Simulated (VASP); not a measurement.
# VASP 6.6.1 run: AlN

INCAR

```
LWAVE = .FALSE.
GGA = PS
LCHARG = .FALSE.
NELECT = 7.9
PREC = Accurate
SIGMA = 0.02
EDIFF = 1E-7
ISMEAR = -1
NBANDS = 11
ISIF = 2
LASPH = .TRUE.
NELM = 120
LREAL = .FALSE.
IBRION = -1
NSW = 0
ENCUT = 520
```

KPOINTS

```
KPOINTS created by Atomic Simulation Environment
0
Gamma
10 10 10
0 0 0
```

POSCAR

```
Al N
 1.0000000000000000
     0.0000000000000000    2.0188684453999999    2.0794344988000000
     2.0188684453999999    0.0000000000000000    2.0794344988000000
     2.0188684453999999    2.0188684453999999    0.0000000000000000
 Al  N
   1   1
Cartesian
  0.0000000000000000  0.0000000000000000  0.0000000000000000
  2.0188684453999999  2.0188684453999999  2.0794344988000000
```

The recommended PBE PAW datasets give the neutral cell 8 valence electrons.

Command

```
mpirun -np 1 vasp_std
```

Q: Predict the outcome of this run.

A: It converged. Results: pressure -17.3 GPa.

OSZICAR

```
N       E                     dE             d eps       ncg     rms          rms(c)
DAV:   1     0.719678651738E+01    0.71968E+01   -0.31993E+03  2316   0.514E+02
DAV:   2    -0.170478856985E+02   -0.24245E+02   -0.23506E+02  2717   0.134E+02
DAV:   3    -0.177332283275E+02   -0.68534E+00   -0.68091E+00  2719   0.208E+01
DAV:   4    -0.177361111314E+02   -0.28828E-02   -0.28826E-02  2532   0.143E+00
DAV:   5    -0.177361371599E+02   -0.26029E-04   -0.26029E-04  2662   0.129E-01    0.675E+00
DAV:   6    -0.164037089959E+02    0.13324E+01   -0.56381E+00  2493   0.122E+01    0.258E+00
DAV:   7    -0.163778620956E+02    0.25847E-01   -0.14565E-01  2535   0.269E+00    0.165E+00
DAV:   8    -0.163659708206E+02    0.11891E-01   -0.13691E-02  2388   0.102E+00    0.322E-01
DAV:   9    -0.163656296181E+02    0.34120E-03   -0.15145E-03  2607   0.228E-01    0.144E-01
DAV:  10    -0.163656504691E+02   -0.20851E-04   -0.67855E-05  2557   0.621E-02    0.312E-02
DAV:  11    -0.163656475844E+02    0.28847E-05   -0.70007E-06  2601   0.159E-02    0.487E-03
DAV:  12    -0.163656475249E+02    0.59506E-07   -0.12733E-07  1975   0.325E-03
   1 F= -.16365648E+02 E0= -.16365108E+02  d E =-.107937E-02
```

The cell is charged and sits in a uniform background.

For comparison, a separate PBE run of the intended cell, on usual settings and not on those above, gives a gap of 4.15 eV on its mesh and a pressure of -1.2 GPa.
